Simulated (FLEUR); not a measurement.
# As (Cmce) in FLEUR: a series of runs

The runs below take As through equation of state, band structure, with r2SCAN, PBEsol.

Everything below comes from runs of FLEUR MaX-R8.1 (later development tree). Logs are shortened: lines on timing, memory, paths and dates and some standing lists are left out, and cuts for length are marked.

**1. Starting point**

Symmetry: Cmce, No. 64, orthorhombic system. Conventional cell: a = 3.650 Å, b = 11.000 Å, c = 4.470 Å, α = 90.00°, β = 90.00°, γ = 90.00°. As (site symmetry m) is surrounded by 3 As at 2.48 to 2.49 Å.

This isn't the form of As at room conditions, which is rhombohedral.

**2. Equation of state, r2SCAN, 21.09 Å³/atom (volume scaled by 0.94)**

File inp.xml:

```xml
<?xml version="1.0" encoding="UTF-8" standalone="no"?>
<fleurInput fleurInputVersion="0.39">
   <comment>
      As                                                                                                  
   </comment>
   <calculationSetup>
      <cutoffs Kmax="4.67" Gmax="14.5" GmaxXC="14.5" numbands="0"/>
      <scfLoop itmax="80" minDistance="0.0001" maxIterBroyd="30" imix="Anderson" alpha="0.05" precondParam="0.0" spinf="2.0" sdNocoIR="T"/>
      <coreElectrons ctail="F" frcor="F" kcrel="0" coretail_lmax="0"/>
      <xcFunctional name="LibXC" relativisticCorrections="F">
         <LibXCName exchange="mgga_x_r2scan" correlation="mgga_c_r2scan"/>
         <AuxGGA exchange="117" correlation="130"/>
      </xcFunctional>
      <magnetism jspins="1"/>
      <soc l_soc="F" theta="0.0" phi="0.0" spav="F"/>
      <expertModes spex="0" secvar="F"/>
      <geometryOptimization l_f="F" forcealpha="1.0" forcemix="BFGS" epsdisp="0.00001" epsforce="0.00001"/>
      <ldaU l_linMix="F" mixParam="0.05" spinf="1.0"/>
   </calculationSetup>
   <cell>
      <bzIntegration valenceElectrons="84.0" mode="hist" fermiSmearingEnergy="0.00183747">
         <kPointListSelection listName="default-1"/>
         <!-- k-points included here -->
         <xi:include xmlns:xi="http://www.w3.org/2001/XInclude" href="kpts.xml"> </xi:include>
      </bzIntegration>
      <!-- symmetry operations included here -->
      <xi:include xmlns:xi="http://www.w3.org/2001/XInclude" href="sym.xml"> </xi:include>
      <bulkLattice scale="0.9795861087">
         <bravaisMatrix>
            <row-1>    3.4487501773949996   -10.3934936852999993     0.0000000000000000</row-1>
            <row-2>    3.4487501773949996    10.3934936852999993     0.0000000000000000</row-2>
            <row-3>    0.0000000000000000     0.0000000000000000     8.4470757769619986</row-3>
         </bravaisMatrix>
      </bulkLattice>
   </cell>
   <atomSpecies>
      <species name="Arsenic (As)" element="As" atomicNumber="33">
         <mtSphere radius="2.1" gridPoints="717" logIncrement="0.017"/>
         <atomicCutoffs lmax="9" lnonsphr="9"/>
         <electronConfig flipSpins="F">
            <coreConfig>(1s1/2) (2s1/2) (2p1/2) (2p3/2) (3s1/2)</coreConfig>
            <valenceConfig>(3p1/2) (3p3/2) (4s1/2) (3d3/2) (3d5/2) (4p1/2) (4p3/2)</valenceConfig>
            <stateOccupation state="(4p1/2)" spinUp="0.500000" spinDown="0.500000"/>
            <stateOccupation state="(4p3/2)" spinUp="1.000000" spinDown="1.000000"/>
         </electronConfig>
         <energyParameters s="4" p="4" d="3" f="4"/>
         <lo type="SCLO" l="1" n="3" eDeriv="0"/>
         <lo type="SCLO" l="1" n="3" eDeriv="1"/>
         <lo type="HELO" l="2" n="4" eDeriv="0"/>
         <lo type="HELO" l="2" n="4" eDeriv="1"/>
         <lo type="SCLO" l="0" n="4" eDeriv="2"/>
         <lo type="SCLO" l="3" n="4" eDeriv="2"/>
      </species>
   </atomSpecies>
   <atomGroups>
      <atomGroup species="Arsenic (As)">
         <relPos label="                   1">.3900000000 -.3900000000 -11.000/25.000</relPos>
         <relPos label="                   2">-.1100000000 .1100000000 -.0600000000</relPos>
         <relPos label="                   3">-.3900000000 .3900000000 11.000/25.000</relPos>
         <relPos label="                   4">.1100000000 -.1100000000 .0600000000</relPos>
         <force calculate="T" relaxXYZ="TTT"/>
      </atomGroup>
   </atomGroups>
   <output dos="F" band="F" slice="F">
      <checks vchk="F" cdinf="F"/>
      <bandDOS minEnergy="-.5*Htr" maxEnergy="0.5*Htr" sigma="0.015" storeEVData="T"/>
      <vacuumDOS vacdos="F" integ="F" star="F" nstars="0" locx1="0.0" locy1="0.0" locx2="0.0" locy2="0.0" nstm="0" tworkf="0.0"/>
      <unfoldingBand unfoldBand="F" supercellX="1" supercellY="1" supercellZ="1"/>
      <plotting iplot="0" polar="F">
         <plot TwoD="T" vec1="  1.0  0.0  0.0" vec2="  0.0  1.0  0.0" vec3="  0.0  0.0  1.0" zero="  0.0  0.0  0.0" file="plot"/>
      </plotting>
      <chargeDensitySlicing numkpt="0" minEigenval="0.0" maxEigenval="0.0" nnne="0" pallst="F"/>
      <specialOutput eonly="F"/>
      <moessbauerParams electricFieldGradient="T" isomerShift="T" coreHyperfine="T" valenceHyperfine="T"/>
      <magneticCircularDichroism mcd="F" energyLo="-10.0" energyUp="0.0"/>
   </output>
  <!-- We include the file relax.xml here to enable relaxations (see documentation) -->
  <xi:include xmlns:xi="http://www.w3.org/2001/XInclude" href="relax.xml"> <xi:fallback/> </xi:include>
</fleurInput>
```

Potentials or basis: all-electron, FLAPW.

Launch:

```console
$ inpgen -f crystal.txt -profile fastHighL
$ # inp.xml edited to the form shown
$ fleur_MPI
```

Output:

```text
Welcome to FLEUR        (www.flapw.de)
      MaX-Release 8.1          (www.max-centre.eu)
 func_ids         498         497         498         497
 MetaGGA potential functional detected - V_tau will be computed
 Auxiliary Potential for radial basis: exchange=         117  correlation=         130
The functional 'Re-regularized SCAN exchange by Furness et al' is an exchange functional, it belongs to the 'MGGA' family and is defined in the reference(s):
[1] J. W. Furness, A. D. Kaplan, J. Ning, J. P. Perdew, and J. Sun.,  J. Phys. Chem. Lett. 11, 8208-8215 (2020)
[2] J. W. Furness, A. D. Kaplan, J. Ning, J. P. Perdew, and J. Sun.,  J. Phys. Chem. Lett. 11, 9248-9248 (2020)
The functional 'Re-regularized SCAN correlation by Furness et al' is a correlation functional, it belongs to the 'MGGA' family and is defined in the reference(s):
[1] J. W. Furness, A. D. Kaplan, J. Ning, J. P. Perdew, and J. Sun.,  J. Phys. Chem. Lett. 11, 8208-8215 (2020)
[2] J. W. Furness, A. D. Kaplan, J. Ning, J. P. Perdew, and J. Sun.,  J. Phys. Chem. Lett. 11, 9248-9248 (2020)
 Using same functional for VXC and EXC

 ========== k-point set info ==========
 Selected k-point list: default-1
 k-point list type: mesh
 8 x 8 x 6
 Number of k points: 84

 ------------Calculation Setup---------------------------
 Number of MPI-tasks      :            1
 Number of PE/node        :            1
 Number of OMP-threads    :            1
 Most efficient MPI parallelization for:
           1           2           3           4           6           7          12          14          21          28          42          84
 Additional eigenvalue parallelization possible
 Number of basis functions:         1165
 Approximate size of matrices (H+S) per k-point:         0.020 GB
 --------------------------------------------------------
The functional 'Hammer, Hansen, and Norskov' is an exchange functional, it belongs to the 'GGA' family and is defined in the reference(s):
[1] B. Hammer, L. B. Hansen, and J. K. Nørskov.,  Phys. Rev. B 59, 7413 (1999)
The functional 'Perdew, Burke & Ernzerhof' is a correlation functional, it belongs to the 'GGA' family and is defined in the reference(s):
[1] J. P. Perdew, K. Burke, and M. Ernzerhof.,  Phys. Rev. Lett. 77, 3865 (1996)
[2] J. P. Perdew, K. Burke, and M. Ernzerhof.,  Phys. Rev. Lett. 78, 1396 (1997)
 Using same functional for VXC and EXC
 Using auxiliary GGA potential for the first iteration of MetaGGA calculation.
 Reset of history
 Reset of history
 Iteration:     1   Distance:      20.89206825 me/bohr^3
The functional 'Hammer, Hansen, and Norskov' is an exchange functional, it belongs to the 'GGA' family and is defined in the reference(s):
[1] B. Hammer, L. B. Hansen, and J. K. Nørskov.,  Phys. Rev. B 59, 7413 (1999)
The functional 'Perdew, Burke & Ernzerhof' is a correlation functional, it belongs to the 'GGA' family and is defined in the reference(s):
[1] J. P. Perdew, K. Burke, and M. Ernzerhof.,  Phys. Rev. Lett. 77, 3865 (1996)
[2] J. P. Perdew, K. Burke, and M. Ernzerhof.,  Phys. Rev. Lett. 78, 1396 (1997)
 Using same functional for VXC and EXC
 Iteration:     2   Distance:      19.94742727 me/bohr^3
The functional 'Hammer, Hansen, and Norskov' is an exchange functional, it belongs to the 'GGA' family and is defined in the reference(s):
[1] B. Hammer, L. B. Hansen, and J. K. Nørskov.,  Phys. Rev. B 59, 7413 (1999)
The functional 'Perdew, Burke & Ernzerhof' is a correlation functional, it belongs to the 'GGA' family and is defined in the reference(s):
[1] J. P. Perdew, K. Burke, and M. Ernzerhof.,  Phys. Rev. Lett. 77, 3865 (1996)
[2] J. P. Perdew, K. Burke, and M. Ernzerhof.,  Phys. Rev. Lett. 78, 1396 (1997)
 Using same functional for VXC and EXC
 Iteration:     3   Distance:      18.88710145 me/bohr^3
The functional 'Hammer, Hansen, and Norskov' is an exchange functional, it belongs to the 'GGA' family and is defined in the reference(s):
[1] B. Hammer, L. B. Hansen, and J. K. Nørskov.,  Phys. Rev. B 59, 7413 (1999)
The functional 'Perdew, Burke & Ernzerhof' is a correlation functional, it belongs to the 'GGA' family and is defined in the reference(s):
[1] J. P. Perdew, K. Burke, and M. Ernzerhof.,  Phys. Rev. Lett. 77, 3865 (1996)
[2] J. P. Perdew, K. Burke, and M. Ernzerhof.,  Phys. Rev. Lett. 78, 1396 (1997)
 Using same functional for VXC and EXC
 Iteration:     4   Distance:       3.80028050 me/bohr^3
The functional 'Hammer, Hansen, and Norskov' is an exchange functional, it belongs to the 'GGA' family and is defined in the reference(s):
[1] B. Hammer, L. B. Hansen, and J. K. Nørskov.,  Phys. Rev. B 59, 7413 (1999)
The functional 'Perdew, Burke & Ernzerhof' is a correlation functional, it belongs to the 'GGA' family and is defined in the reference(s):
[1] J. P. Perdew, K. Burke, and M. Ernzerhof.,  Phys. Rev. Lett. 77, 3865 (1996)
[2] J. P. Perdew, K. Burke, and M. Ernzerhof.,  Phys. Rev. Lett. 78, 1396 (1997)
 Using same functional for VXC and EXC
 Iteration:     5   Distance:       0.91898747 me/bohr^3
The functional 'Hammer, Hansen, and Norskov' is an exchange functional, it belongs to the 'GGA' family and is defined in the reference(s):
[1] B. Hammer, L. B. Hansen, and J. K. Nørskov.,  Phys. Rev. B 59, 7413 (1999)
The functional 'Perdew, Burke & Ernzerhof' is a correlation functional, it belongs to the 'GGA' family and is defined in the reference(s):
[1] J. P. Perdew, K. Burke, and M. Ernzerhof.,  Phys. Rev. Lett. 77, 3865 (1996)
[2] J. P. Perdew, K. Burke, and M. Ernzerhof.,  Phys. Rev. Lett. 78, 1396 (1997)
 Using same functional for VXC and EXC
 Iteration:     6   Distance:       0.42357552 me/bohr^3
The functional 'Hammer, Hansen, and Norskov' is an exchange functional, it belongs to the 'GGA' family and is defined in the reference(s):
[1] B. Hammer, L. B. Hansen, and J. K. Nørskov.,  Phys. Rev. B 59, 7413 (1999)
The functional 'Perdew, Burke & Ernzerhof' is a correlation functional, it belongs to the 'GGA' family and is defined in the reference(s):
[1] J. P. Perdew, K. Burke, and M. Ernzerhof.,  Phys. Rev. Lett. 77, 3865 (1996)
[2] J. P. Perdew, K. Burke, and M. Ernzerhof.,  Phys. Rev. Lett. 78, 1396 (1997)
 Using same functional for VXC and EXC
 Iteration:     7   Distance:       0.17793761 me/bohr^3
The functional 'Hammer, Hansen, and Norskov' is an exchange functional, it belongs to the 'GGA' family and is defined in the reference(s):
[1] B. Hammer, L. B. Hansen, and J. K. Nørskov.,  Phys. Rev. B 59, 7413 (1999)
The functional 'Perdew, Burke & Ernzerhof' is a correlation functional, it belongs to the 'GGA' family and is defined in the reference(s):
[1] J. P. Perdew, K. Burke, and M. Ernzerhof.,  Phys. Rev. Lett. 77, 3865 (1996)
[2] J. P. Perdew, K. Burke, and M. Ernzerhof.,  Phys. Rev. Lett. 78, 1396 (1997)
 Using same functional for VXC and EXC
 Iteration:     8   Distance:       0.13763613 me/bohr^3
The functional 'Hammer, Hansen, and Norskov' is an exchange functional, it belongs to the 'GGA' family and is defined in the reference(s):
[1] B. Hammer, L. B. Hansen, and J. K. Nørskov.,  Phys. Rev. B 59, 7413 (1999)
The functional 'Perdew, Burke & Ernzerhof' is a correlation functional, it belongs to the 'GGA' family and is defined in the reference(s):
[1] J. P. Perdew, K. Burke, and M. Ernzerhof.,  Phys. Rev. Lett. 77, 3865 (1996)
[2] J. P. Perdew, K. Burke, and M. Ernzerhof.,  Phys. Rev. Lett. 78, 1396 (1997)
 Using same functional for VXC and EXC
 Iteration:     9   Distance:       0.04134177 me/bohr^3
The functional 'Hammer, Hansen, and Norskov' is an exchange functional, it belongs to the 'GGA' family and is defined in the reference(s):
[1] B. Hammer, L. B. Hansen, and J. K. Nørskov.,  Phys. Rev. B 59, 7413 (1999)
The functional 'Perdew, Burke & Ernzerhof' is a correlation functional, it belongs to the 'GGA' family and is defined in the reference(s):
[1] J. P. Perdew, K. Burke, and M. Ernzerhof.,  Phys. Rev. Lett. 77, 3865 (1996)
[2] J. P. Perdew, K. Burke, and M. Ernzerhof.,  Phys. Rev. Lett. 78, 1396 (1997)
 Using same functional for VXC and EXC
 Iteration:    10   Distance:       0.01876045 me/bohr^3
The functional 'Hammer, Hansen, and Norskov' is an exchange functional, it belongs to the 'GGA' family and is defined in the reference(s):
[1] B. Hammer, L. B. Hansen, and J. K. Nørskov.,  Phys. Rev. B 59, 7413 (1999)
The functional 'Perdew, Burke & Ernzerhof' is a correlation functional, it belongs to the 'GGA' family and is defined in the reference(s):
[1] J. P. Perdew, K. Burke, and M. Ernzerhof.,  Phys. Rev. Lett. 77, 3865 (1996)
[2] J. P. Perdew, K. Burke, and M. Ernzerhof.,  Phys. Rev. Lett. 78, 1396 (1997)
 Using same functional for VXC and EXC
 Iteration:    11   Distance:       0.00752510 me/bohr^3
The functional 'Hammer, Hansen, and Norskov' is an exchange functional, it belongs to the 'GGA' family and is defined in the reference(s):
[1] B. Hammer, L. B. Hansen, and J. K. Nørskov.,  Phys. Rev. B 59, 7413 (1999)
The functional 'Perdew, Burke & Ernzerhof' is a correlation functional, it belongs to the 'GGA' family and is defined in the reference(s):
[1] J. P. Perdew, K. Burke, and M. Ernzerhof.,  Phys. Rev. Lett. 77, 3865 (1996)
[2] J. P. Perdew, K. Burke, and M. Ernzerhof.,  Phys. Rev. Lett. 78, 1396 (1997)
 Using same functional for VXC and EXC
 Iteration:    12   Distance:       0.00446750 me/bohr^3
The functional 'Hammer, Hansen, and Norskov' is an exchange functional, it belongs to the 'GGA' family and is defined in the reference(s):
[1] B. Hammer, L. B. Hansen, and J. K. Nørskov.,  Phys. Rev. B 59, 7413 (1999)
The functional 'Perdew, Burke & Ernzerhof' is a correlation functional, it belongs to the 'GGA' family and is defined in the reference(s):
[1] J. P. Perdew, K. Burke, and M. Ernzerhof.,  Phys. Rev. Lett. 77, 3865 (1996)
[2] J. P. Perdew, K. Burke, and M. Ernzerhof.,  Phys. Rev. Lett. 78, 1396 (1997)
 Using same functional for VXC and EXC
 Iteration:    13   Distance:       0.00095782 me/bohr^3
The functional 'Hammer, Hansen, and Norskov' is an exchange functional, it belongs to the 'GGA' family and is defined in the reference(s):
[1] B. Hammer, L. B. Hansen, and J. K. Nørskov.,  Phys. Rev. B 59, 7413 (1999)
The functional 'Perdew, Burke & Ernzerhof' is a correlation functional, it belongs to the 'GGA' family and is defined in the reference(s):
[1] J. P. Perdew, K. Burke, and M. Ernzerhof.,  Phys. Rev. Lett. 77, 3865 (1996)
[2] J. P. Perdew, K. Burke, and M. Ernzerhof.,  Phys. Rev. Lett. 78, 1396 (1997)
 Using same functional for VXC and EXC
 Iteration:    14   Distance:       0.00024993 me/bohr^3
The functional 'Hammer, Hansen, and Norskov' is an exchange functional, it belongs to the 'GGA' family and is defined in the reference(s):
[1] B. Hammer, L. B. Hansen, and J. K. Nørskov.,  Phys. Rev. B 59, 7413 (1999)
The functional 'Perdew, Burke & Ernzerhof' is a correlation functional, it belongs to the 'GGA' family and is defined in the reference(s):
[1] J. P. Perdew, K. Burke, and M. Ernzerhof.,  Phys. Rev. Lett. 77, 3865 (1996)
[2] J. P. Perdew, K. Burke, and M. Ernzerhof.,  Phys. Rev. Lett. 78, 1396 (1997)
 Using same functional for VXC and EXC
 Iteration:    15   Distance:       0.00008507 me/bohr^3

 ********************************************************************
 Run finished successfully
 Stop message:
   all done
 ********************************************************************
```

It took 14 min on 1 thread of Arm Neoverse V2, shared host; peak memory 0.17 GiB.

Results:

| Property | Result |
| --- | --- |
| Free energy | -246130.0498 eV |
| Band gap on the k mesh | 0.12 eV, indirect (least direct gap 0.19 eV) |
| Valence electrons inside the program's atomic spheres | As 18.63 (radii As 2.1 bohr) |

Caveat: the meta-GGA is that of a development version, with a GGA for the radial functions and cores and without core tails.

**3. Equation of state, r2SCAN, 21.54 Å³/atom (volume scaled by 0.96)**

inp.xml: that of step 2 with these lines changed.

```diff
@@ -27,3 +27,3 @@
       <xi:include xmlns:xi="http://www.w3.org/2001/XInclude" href="sym.xml"> </xi:include>
-      <bulkLattice scale="0.9795861087">
+      <bulkLattice scale="0.9864848297">
          <bravaisMatrix>
```

Potentials or basis: all-electron, FLAPW.

Launch:

```console
$ inpgen -f crystal.txt -profile fastHighL
$ # inp.xml edited to the form shown
$ fleur_MPI
```

It took 17 min on 1 thread of Arm Neoverse V2, shared host; peak memory 0.18 GiB.

It converged, with:

| Property | Result |
| --- | --- |
| Free energy | -246130.1144 eV |
| Band gap on the k mesh | 0.17 eV, indirect (least direct gap 0.24 eV) |
| Valence electrons inside the program's atomic spheres | As 18.62 (radii As 2.1 bohr) |

Caveat: the meta-GGA is that of a development version, with a GGA for the radial functions and cores and without core tails.

**4. Equation of state, r2SCAN, 22.43 Å³/atom**

inp.xml: that of step 3 with these lines changed.

```diff
@@ -27,3 +27,3 @@
       <xi:include xmlns:xi="http://www.w3.org/2001/XInclude" href="sym.xml"> </xi:include>
-      <bulkLattice scale="0.9864848297">
+      <bulkLattice scale="1.0000000000">
          <bravaisMatrix>
```

Launch:

```console
$ inpgen -f crystal.txt -profile fastHighL
$ # inp.xml edited to the form shown
$ fleur_MPI
```

It took 15 min on 1 thread of Arm Neoverse V2, shared host; peak memory 0.18 GiB.

It converged, with:

* Free energy: -246130.1829 eV
* Band gap on the k mesh: 0.19 eV, indirect (least direct gap 0.30 eV)
* Valence electrons inside the program's atomic spheres: As 18.59 (radii As 2.1 bohr)

Caveat: the meta-GGA is that of a development version, with a GGA for the radial functions and cores and without core tails.

**5. Equation of state, r2SCAN, 23.33 Å³/atom (volume scaled by 1.04)**

inp.xml: that of step 4 with these lines changed.

```diff
@@ -27,3 +27,3 @@
       <xi:include xmlns:xi="http://www.w3.org/2001/XInclude" href="sym.xml"> </xi:include>
-      <bulkLattice scale="1.0000000000">
+      <bulkLattice scale="1.0131594038">
          <bravaisMatrix>
```

Launch:

```console
$ inpgen -f crystal.txt -profile fastHighL
$ # inp.xml edited to the form shown
$ fleur_MPI
```

It took 17 min on 1 thread of Arm Neoverse V2, shared host; peak memory 0.19 GiB.

Results (log left out):

* Free energy: -246130.1832 eV
* Band gap on the k mesh: 0.17 eV, indirect (least direct gap 0.18 eV)
* Valence electrons inside the program's atomic spheres: As 18.57 (radii As 2.1 bohr)

Caveat: the meta-GGA is that of a development version, with a GGA for the radial functions and cores and without core tails.

**6. Equation of state, r2SCAN, 23.78 Å³/atom (volume scaled by 1.06)**

inp.xml: that of step 5 with these lines changed.

```diff
@@ -27,3 +27,3 @@
       <xi:include xmlns:xi="http://www.w3.org/2001/XInclude" href="sym.xml"> </xi:include>
-      <bulkLattice scale="1.0131594038">
+      <bulkLattice scale="1.0196128224">
          <bravaisMatrix>
```

Potentials or basis: all-electron, FLAPW.

Launch:

```console
$ inpgen -f crystal.txt -profile fastHighL
$ # inp.xml edited to the form shown
$ fleur_MPI
```

Wall time 21 min (1 thread of Arm Neoverse V2, shared host); peak memory 0.19 GiB.

The run converged. Its results:

* Free energy: -246130.1617 eV
* Band gap on the k mesh: 0.13 eV, direct
* Valence electrons inside the program's atomic spheres: As 18.56 (radii As 2.1 bohr)

Caveat: the meta-GGA is that of a development version, with a GGA for the radial functions and cores and without core tails.

**7. Equation of state, r2SCAN**

No new run: the results of the series are fitted here.

What came out:

| Item | Value |
| --- | --- |
| Equilibrium volume | 22.88 Å³/atom |
| Bulk modulus at fixed shape and positions | 70 GPa |

Energy against volume, from the lowest point:
```tsv
volume (Å³/atom)	energy (meV/atom)
21.088	33.33
21.536	17.20
22.434	0.06
23.331	0.00
23.780	5.37
```

Caveat: the meta-GGA is that of a development version, with a GGA for the radial functions and cores and without core tails; the cell was scaled at fixed shape and fractional positions, which overstates the stiffness of a crystal with free parameters, most of all of layers and chains.

[end of part 1 of 2]
